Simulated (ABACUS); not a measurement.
# ZnS (F-43m) in ABACUS: equation of state

How stiff is ZnS in PBEsol, and what volume does it want? The cell is scaled to several volumes.

Program: ABACUS 3.10.1. These are calculated values, not measurements. Logs are shortened: lines on timing, memory, paths and dates and some standing lists are left out, and cuts for length are marked.

**Measured values to compare with.**

“Electronic, vibrational, and thermodynamic properties of ZnS (zincblende and rocksalt structure)”, 2009, arxiv:0911.5022 quotes, for a bulk crystal of ZnS: bulk modulus 76.9 GPa.

The runs below are set against these values where they give the same quantity.

## Step 1: The crystal as given

It takes space group F-43m (No. 216, cubic). Conventional cell: a = 5.404 Å, b = 5.404 Å, c = 5.404 Å, α = 90.00°, β = 90.00°, γ = 90.00°. Around Zn (site symmetry -43m) lie 4 S at 2.34 Å. S (site symmetry -43m) is surrounded by 4 Zn at 2.34 Å.

## Step 2: Equation of state, PBEsol, 18.54 Å³/atom (volume scaled by 0.94)

INPUT reads:

```
INPUT_PARAMETERS
suffix              ZnS
calculation         scf
basis_type          pw
pseudo_dir          ./
symmetry            1
dft_functional      pbesol
ecutwfc             84
pseudo_rcut         7
nspin               1
nbands              17
ks_solver           dav
smearing_method     fd
smearing_sigma      0.00367493
scf_thr             1e-08
scf_nmax            100
mixing_type         broyden
mixing_beta         0.7
cal_force           1
cal_stress          1
kpar                4
```

STRU reads:

```
ATOMIC_SPECIES
Zn 65.3800 Zn.upf
S 32.0600 S.upf

LATTICE_CONSTANT
1.8897261246

LATTICE_VECTORS
0.0000000000 2.6468416657 2.6468416657
2.6468416657 0.0000000000 2.6468416657
2.6468416657 2.6468416657 0.0000000000

ATOMIC_POSITIONS
Direct

Zn
0.0
1
0.7500000000 0.7500000000 0.7500000000 1 1 1

S
0.0
1
0.0000000000 0.0000000000 0.0000000000 1 1 1
```

KPT reads:

```
K_POINTS
0
Gamma
9 9 9 0 0 0
```

Potentials or basis: PseudoDojo NC SR 0.4.1 PBEsol standard, plane waves.

On the command line:

```sh
$ OMP_NUM_THREADS=1 mpirun -np 4 abacus > log
```

running log:

```text
ABACUS v3.10.1

               Atomic-orbital Based Ab-initio Computation at UStc

 ------------------------------------------------------------------------------------

 READING GENERAL INFORMATION
                           global_out_dir = OUT.ZnS/
                           global_in_card = INPUT
                               pseudo_dir = ./
                              orbital_dir =
                                    DSIZE = 4
                                    GSIZE = 1

 READING UNITCELL INFORMATION
                                    ntype = 2
                  lattice constant (Bohr) = 1.88973
              lattice constant (Angstrom) = 1

 READING ATOM TYPE 1
                               atom label = Zn
                      L=0, number of zeta = 1
                      L=1, number of zeta = 1
                      L=2, number of zeta = 1
             number of atom for this type = 1

 READING ATOM TYPE 2
                               atom label = S
                      L=0, number of zeta = 1
                      L=1, number of zeta = 1
                      L=2, number of zeta = 1
             number of atom for this type = 1

                        TOTAL ATOM NUMBER = 2
DIRECT COORDINATES
    atom                   x                   y                   z     mag                  vx                  vy                  vz
taud_Zn1            0.7500000000        0.7500000000        0.7500000000  0.0000        0.0000000000        0.0000000000        0.0000000000
taud_S1            0.0000000000        0.0000000000        0.0000000000  0.0000        0.0000000000        0.0000000000        0.0000000000

                          Volume (Bohr^3) = 250.271
                             Volume (A^3) = 37.0863

 Lattice vectors: (Cartesian coordinate: in unit of a_0)
                   +0            +2.64684            +2.64684
             +2.64684                  +0            +2.64684
             +2.64684            +2.64684                  +0
 Reciprocal vectors: (Cartesian coordinate: in unit of 2 pi/a_0)
            -0.188904           +0.188904           +0.188904
            +0.188904           -0.188904           +0.188904
            +0.188904           +0.188904           -0.188904
 The esolver type has been set to : ksdft_pw

                PAO radial cut off (Bohr) = 7

 Read in pseudopotential file is Zn.upf
                     pseudopotential type = NC
          exchange-correlation functional = PBESOL
                 nonlocal core correction = 1
                        valence electrons = 20
                                     lmax = 2
                           number of zeta = 4
                     number of projectors = 6
                           L of projector = 0
[... 5 lines left out ...]
                PAO radial cut off (Bohr) = 7

 Read in pseudopotential file is S.upf
                     pseudopotential type = NC
          exchange-correlation functional = PBESOL
                 nonlocal core correction = 1
                        valence electrons = 6
                                     lmax = 2
                           number of zeta = 2
                     number of projectors = 6
                           L of projector = 0
                           L of projector = 0
                           L of projector = 1
                           L of projector = 1
                           L of projector = 2
                           L of projector = 2
     initial pseudo atomic orbital number = 14

 SETUP THE ELECTRONS NUMBER
            electron number of element Zn = 20
      total electron number of element Zn = 20
             electron number of element S = 6
       total electron number of element S = 6
            AUTOSET number of electrons:  = 26
                           occupied bands = 13
                                   NBANDS = 17
                                   NLOCAL = 18

%%%%%%%%%%%%%%%%%%%%%%%%%%%%%%%%%%%%%%%%%%%%%%%%%%%%%%%%%%%%%%%%%%%%%%%%%%%%%%%%%%%%%%%%%%%%%%%%%%%%%%%%%%
 Warning: the number of valence electrons in pseudopotential > 12 for Zn: [Ar] 3d10 4s2
 Pseudopotentials with additional electrons can yield (more) accurate outcomes, but may be less efficient.
 If you're confident that your chosen pseudopotential is appropriate, you can safely ignore this warning.
%%%%%%%%%%%%%%%%%%%%%%%%%%%%%%%%%%%%%%%%%%%%%%%%%%%%%%%%%%%%%%%%%%%%%%%%%%%%%%%%%%%%%%%%%%%%%%%%%%%%%%%%%%

 SETUP THE PLANE WAVE BASIS
 energy cutoff for charge/potential (unit:Ry) = 336
            fft grid for charge/potential = [ 45, 45, 45 ]
                        fft grid division = [ 1, 1, 1 ]
        big fft grid for charge/potential = [ 45, 45, 45 ]
                                     nbxx = 91125
                                     nrxx = 91125

 SETUP PLANE WAVES FOR CHARGE/POTENTIAL
                    number of plane waves = 26133
                         number of sticks = 1159

 PARALLEL PW FOR CHARGE/POTENTIAL
     PROC   COLUMNS(POT)             PW
        1           1159          26133
 --------------- sum -------------------
        1           1159          26133
                            number of |g| = 287
                                  max |g| = 30.3678
                                  min |g| = 0

----------- Double Check Mixing Parameters Begin ------------
mixing_type: broyden
mixing_beta: 0.7
mixing_gg0: 1
mixing_gg0_min: 0.1
mixing_ndim: 8
----------- Double Check Mixing Parameters End ------------

 LATTICE VECTORS: (CARTESIAN COORDINATE: IN UNIT OF A0)
                   +0            +2.64684            +2.64684
             +2.64684                  +0            +2.64684
             +2.64684            +2.64684                  +0
                       right hand lattice = 1
                                   NORM_A = 3.7432
                                   NORM_B = 3.7432
                                   NORM_C = 3.7432
                           ALPHA (DEGREE) = 60
                           BETA  (DEGREE) = 60
                           GAMMA (DEGREE) = 60

 The lattice vectors have been changed (STRU_SIMPLE.cif)

(for optimal symmetric configuration:)
                             BRAVAIS TYPE = 3
                     BRAVAIS LATTICE NAME = 03. Cubic F (face-centered)
[... 14 lines left out ...]
                                       S4 = 6
                                       S6 = 0
                              POINT GROUP = T_d
                                       C2 = 3
                                       C3 = 8
                                       C4 = 0
                                       C6 = 0
                                       S1 = 6
                                       S3 = 0
                                       S4 = 6
                                       S6 = 0
               POINT GROUP IN SPACE GROUP = T_d

 SETUP K-POINTS
                                    nspin = 1
                   Input type of k points = Monkhorst-Pack(Gamma)
                                   nkstot = 729
                       right hand lattice = 1
(for reciprocal lattice: )
                             BRAVAIS TYPE = 2
                     BRAVAIS LATTICE NAME = 02. Cubic I (body-centered)
                                    ibrav = 2
                       right hand lattice = 1
(for k-lattice: )
                             BRAVAIS TYPE = 2
                     BRAVAIS LATTICE NAME = 02. Cubic I (body-centered)
                                    ibrav = 2
                       right hand lattice = 1
                        ROTATION MATRICES = 48
                               nkstot_ibz = 35
K-POINTS REDUCTION ACCORDING TO SYMMETRY
     IBZ    DIRECT_X    DIRECT_Y    DIRECT_Z  WEIGHT  ibz2bz
       1  0.00000000  0.00000000  0.00000000  0.0014       0
       2  0.11111111  0.11111111  0.11111111  0.0110       1
       3  0.22222222  0.22222222  0.22222222  0.0110       2
       4  0.33333333  0.33333333  0.33333333  0.0110       3
       5  0.44444444  0.44444444  0.44444444  0.0110       4
       6  0.11111111  0.11111111  0.00000000  0.0082      10
[... 22 lines left out ...]
      29  0.44444444  0.33333333  0.11111111  0.0329     112
      30 -0.44444444  0.44444444  0.22222222  0.0658     113
[... 5 further k points ...]

                               nkstot now = 35
[... K-POINTS DIRECT COORDINATES: 35 rows ...]

           k-point number in this process = 9
       minimum distributed K point number = 8
[... stars of the k points ...]

[... K-POINTS CARTESIAN COORDINATES: 9 rows ...]

[... K-POINTS DIRECT COORDINATES: 9 rows ...]

 SETUP PLANE WAVES FOR WAVE FUNCTIONS
     energy cutoff for wavefunc (unit:Ry) = 84
              fft grid for wave functions = [ 45, 45, 45 ]
                    number of plane waves = 3767
                         number of sticks = 313

 PARALLEL PW FOR WAVE FUNCTIONS
     PROC   COLUMNS(POT)             PW
        1            313           3767
 --------------- sum -------------------
        1            313           3767

 SETUP NONLOCAL PSEUDOPOTENTIALS IN PLANE WAVE BASIS
 Zn non-local projectors:
 projector 1 L=0
 projector 2 L=0
 projector 3 L=1
 projector 4 L=1
 projector 5 L=2
 projector 6 L=2
 S non-local projectors:
 projector 1 L=0
 projector 2 L=0
 projector 3 L=1
 projector 4 L=1
 projector 5 L=2
 projector 6 L=2
      TOTAL NUMBER OF NONLOCAL PROJECTORS = 36

 Init Non-Local PseudoPotential table :
 Init Non-Local-Pseudopotential done.

                                     npwx = 3287

 Make real space PAO into reciprocal space.
       max mesh points in Pseudopotential = 701
     dq(describe PAO in reciprocal space) = 0.01
                                    max q = 1104

 number of pseudo atomic orbitals for Zn is 4
WARNING: norm of atomic wavefunction # 3 of atomic type Zn is 0.999997, renormalized
WARNING: norm of atomic wavefunction # 4 of atomic type Zn is 0.998493, renormalized

 number of pseudo atomic orbitals for S is 2
WARNING: norm of atomic wavefunction # 1 of atomic type S is 0.999996, renormalized
WARNING: norm of atomic wavefunction # 2 of atomic type S is 0.999702, renormalized

 -------------------------------------------
 SELF-CONSISTENT
 -------------------------------------------
                                 init_chg = atomic

 PW ALGORITHM --------------- ION=   1  ELEC=   1--------------------------------
 Notice: Threshold on eigenvalues was too large.
 hsover_error=0.26 > DRHO=0.0929873
 Origin diag ethr = 0.01
 New diag ethr = 0.000357644

 Density error is 0.0956084451333
                          Error Threshold = 0.000357643515949
----------------------------------------------------------
     Energy           Rydberg                 eV
----------------------------------------------------------
 E_KohnSham     -439.9550096610      -5985.8949950342
 E_Harris       -444.2486901373      -6044.3135149039
 E_Fermi        0.6744265358         9.1760437687
----------------------------------------------------------
[... 63 lines left out ...]
 Density error is 2.35106709038e-09
                          Error Threshold = 1.1216337267e-10
----------------------------------------------------------
     Energy           Rydberg                 eV
----------------------------------------------------------
 E_KohnSham     -439.9866694485      -5986.3257485418
 E_KS(sigma->0) -439.9866694485      -5986.3257485418
 E_Harris       -439.9865941814      -5986.3247244814
 E_band         -45.2841312929       -616.1222145638
 E_one_elec     -351.3139949744      -4779.8721187949
 E_Hartree      181.2674168882       2466.2697314208
 E_xc           -50.8727619064       -692.1594349245
 E_Ewald        -219.0673294559      -2980.5639262431
 E_entropy(-TS) -0.0000000000        -0.0000000000
 E_descf        0.0000000000         0.0000000000
 E_exx          0.0000000000         0.0000000000
 E_Fermi        0.6840649898         9.3071816641
----------------------------------------------------------

 charge density convergence is achieved
 final etot is -5986.3257485 eV
 EFERMI = 9.3071816641 eV

 STATE ENERGY(eV) AND OCCUPATIONS    NSPIN == 1
 1/9 kpoint (Cartesian) = 0.0000 0.0000 0.0000 (3287 pws)
       1       -116.622     0.00274348
       2       -70.9469     0.00274348
       3       -70.9469     0.00274348
       4       -70.9469     0.00274348
       5       -5.47022     0.00274348
       6        1.50276     0.00274348
[... 9 lines left out ...]
      16        14.3608    3.49430e-47
      17        14.3608    3.49430e-47
[... 78 lines left out ...]
       1       -116.622      0.0164609
       2       -70.9469      0.0164609
       3       -70.9469      0.0164609
       4       -70.9469      0.0164609
       5       -5.33058      0.0164609
       6        1.47773      0.0164609
[... 9 lines left out ...]
      16        14.9127    3.37117e-51
      17        14.9127    3.37117e-51

[... levels at 3 further k points ...]

------------------------------------------------------------------------------------------
 TOTAL-FORCE (eV/Angstrom)
------------------------------------------------------------------------------------------
                       Zn1         0.0000000000         0.0000000000         0.0000000000
                        S1         0.0000000000         0.0000000000         0.0000000000
------------------------------------------------------------------------------------------

----------------------------------------------------------------
 TOTAL-STRESS (KBAR)
----------------------------------------------------------------
        29.4321277946         0.0000000000        -0.0000000000
        -0.0000000000        29.4321277946         0.0000000000
        -0.0000000000         0.0000000000        29.4321277946
----------------------------------------------------------------
 TOTAL-PRESSURE: 29.432128 KBAR

 --------------------------------------------
 !FINAL_ETOT_IS -5986.3257485417889256 eV
 --------------------------------------------
```

It took 6.5 s on 4 MPI ranks of Intel Xeon 6975P-C (Granite Rapids), shared host; peak memory 0.36 GiB.

What came out:

| Quantity | Value |
| --- | --- |
| Free energy | -5986.3257 eV |
| Pressure | 2.9 GPa |
| Band gap on the k mesh | 2.24 eV, direct |

## Step 3: Equation of state, PBEsol, 18.94 Å³/atom (volume scaled by 0.96)

INPUT is that of step 2.

Changes to STRU since step 2:

```diff
@@ -8,5 +8,5 @@
 LATTICE_VECTORS
-0.0000000000 2.6468416657 2.6468416657
-2.6468416657 0.0000000000 2.6468416657
-2.6468416657 2.6468416657 0.0000000000
+0.0000000000 2.6654820099 2.6654820099
+2.6654820099 0.0000000000 2.6654820099
+2.6654820099 2.6654820099 0.0000000000
```

KPT is that of step 2.

Potentials or basis: PseudoDojo NC SR 0.4.1 PBEsol standard, plane waves.

On the command line:

```sh
$ OMP_NUM_THREADS=1 mpirun -np 4 abacus > log
```

It took 6.9 s on 4 MPI ranks of Intel Xeon 6975P-C (Granite Rapids), shared host; peak memory 0.36 GiB.

The run converged. Its results:

```yaml
Free_energy: -5986.3356 eV
Pressure: 1.1 GPa
Band_gap_on_the_k_mesh: 2.15 eV, direct
```

## Step 4: Equation of state, PBEsol, 19.33 Å³/atom (volume scaled by 0.98)

INPUT is that of step 3.

Changes to STRU since step 3:

```diff
@@ -8,5 +8,5 @@
 LATTICE_VECTORS
-0.0000000000 2.6654820099 2.6654820099
-2.6654820099 0.0000000000 2.6654820099
-2.6654820099 2.6654820099 0.0000000000
+0.0000000000 2.6838652254 2.6838652254
+2.6838652254 0.0000000000 2.6838652254
+2.6838652254 2.6838652254 0.0000000000
```

KPT is that of step 3.

On the command line:

```sh
$ OMP_NUM_THREADS=1 mpirun -np 4 abacus > log
```

Run time: 6.7 s. Hardware: 4 MPI ranks of Intel Xeon 6975P-C (Granite Rapids), shared host; peak memory 0.36 GiB.

The run converged. Its results:

```yaml
Free_energy: -5986.3369 eV
Pressure: -0.6 GPa
Band_gap_on_the_k_mesh: 2.06 eV, direct
```

## Step 5: Equation of state, PBEsol, 19.73 Å³/atom

INPUT is that of step 4.

Changes to STRU since step 4:

```diff
@@ -8,5 +8,5 @@
 LATTICE_VECTORS
-0.0000000000 2.6838652254 2.6838652254
-2.6838652254 0.0000000000 2.6838652254
-2.6838652254 2.6838652254 0.0000000000
+0.0000000000 2.7020000000 2.7020000000
+2.7020000000 0.0000000000 2.7020000000
+2.7020000000 2.7020000000 0.0000000000
```

KPT is that of step 4.

On the command line:

```sh
$ OMP_NUM_THREADS=1 mpirun -np 4 abacus > log
```

Wall time 6.8 s (4 MPI ranks of Intel Xeon 6975P-C (Granite Rapids), shared host); peak memory 0.36 GiB.

Results (log left out):

```
Free energy            : -5986.3305 eV
Pressure               : -2.0 GPa
Band gap on the k mesh : 1.98 eV, direct
```

## Step 6: Equation of state, PBEsol, 20.12 Å³/atom (volume scaled by 1.02)

INPUT is that of step 5.

Changes to STRU since step 5:

```diff
@@ -8,5 +8,5 @@
 LATTICE_VECTORS
-0.0000000000 2.7020000000 2.7020000000
-2.7020000000 0.0000000000 2.7020000000
-2.7020000000 2.7020000000 0.0000000000
+0.0000000000 2.7198945612 2.7198945612
+2.7198945612 0.0000000000 2.7198945612
+2.7198945612 2.7198945612 0.0000000000
```

KPT is that of step 5.

Potentials or basis: PseudoDojo NC SR 0.4.1 PBEsol standard, plane waves.

On the command line:

```sh
$ OMP_NUM_THREADS=1 mpirun -np 4 abacus > log
```

Run time: 6.7 s. Hardware: 4 MPI ranks of Intel Xeon 6975P-C (Granite Rapids), shared host; peak memory 0.4 GiB.

The run converged. Its results:

| Quantity | Value |
| --- | --- |
| Free energy | -5986.3172 eV |
| Pressure | -3.3 GPa |
| Band gap on the k mesh | 1.89 eV, direct |

## Step 7: Equation of state, PBEsol, 20.52 Å³/atom (volume scaled by 1.04)

INPUT is that of step 6.

Changes to STRU since step 6:

```diff
@@ -8,5 +8,5 @@
 LATTICE_VECTORS
-0.0000000000 2.7198945612 2.7198945612
-2.7198945612 0.0000000000 2.7198945612
-2.7198945612 2.7198945612 0.0000000000
+0.0000000000 2.7375567091 2.7375567091
+2.7375567091 0.0000000000 2.7375567091
+2.7375567091 2.7375567091 0.0000000000
```

KPT is that of step 6.

On the command line:

```sh
$ OMP_NUM_THREADS=1 mpirun -np 4 abacus > log
```

Run time: 6.7 s. Hardware: 4 MPI ranks of Intel Xeon 6975P-C (Granite Rapids), shared host; peak memory 0.36 GiB.

Results (log left out):

```yaml
Free_energy: -5986.2978 eV
Pressure: -4.5 GPa
Band_gap_on_the_k_mesh: 1.81 eV, direct
```

## Step 8: Equation of state, PBEsol, 20.91 Å³/atom (volume scaled by 1.06)

INPUT is that of step 7.

Changes to STRU since step 7:

```diff
@@ -8,5 +8,5 @@
 LATTICE_VECTORS
-0.0000000000 2.7375567091 2.7375567091
-2.7375567091 0.0000000000 2.7375567091
-2.7375567091 2.7375567091 0.0000000000
+0.0000000000 2.7549938462 2.7549938462
+2.7549938462 0.0000000000 2.7549938462
+2.7549938462 2.7549938462 0.0000000000
```

KPT is that of step 7.

On the command line:

```sh
$ OMP_NUM_THREADS=1 mpirun -np 4 abacus > log
```

It took 6.6 s on 4 MPI ranks of Intel Xeon 6975P-C (Granite Rapids), shared host; peak memory 0.4 GiB.

Results (log left out):

```yaml
Free_energy: -5986.2729 eV
Pressure: -5.6 GPa
Band_gap_on_the_k_mesh: 1.73 eV, direct
```

## Step 9: Equation of state, PBEsol

Potentials or basis: PseudoDojo NC SR 0.4.1 PBEsol standard, plane waves.

No new run: the results of the series are fitted here.

Results:

| Quantity | Value |
| --- | --- |
| Equilibrium volume | 19.20 Å³/atom |
| Bulk modulus | 79 GPa |
| Pressure derivative of the bulk modulus | 4.5 |

Energy against volume, from the lowest point:
```
volume (Å³/atom)  energy (meV/atom)
          18.543               5.58
          18.938               0.64
          19.332               0.00
          19.727               3.20
          20.121               9.84
          20.516              19.56
          20.910              32.01
```

## Step 10: How close it comes

Step 9. A measured bulk modulus of ZnS is 76.9 GPa (quoted in “Electronic, vibrational, and thermodynamic properties of ZnS (zincblende and rocksalt structure)”, 2009, arxiv:0911.5022); the calculated 79 GPa misses it by +2.6 %. The fit is for a static lattice scaled at fixed shape and fixed fractional positions.
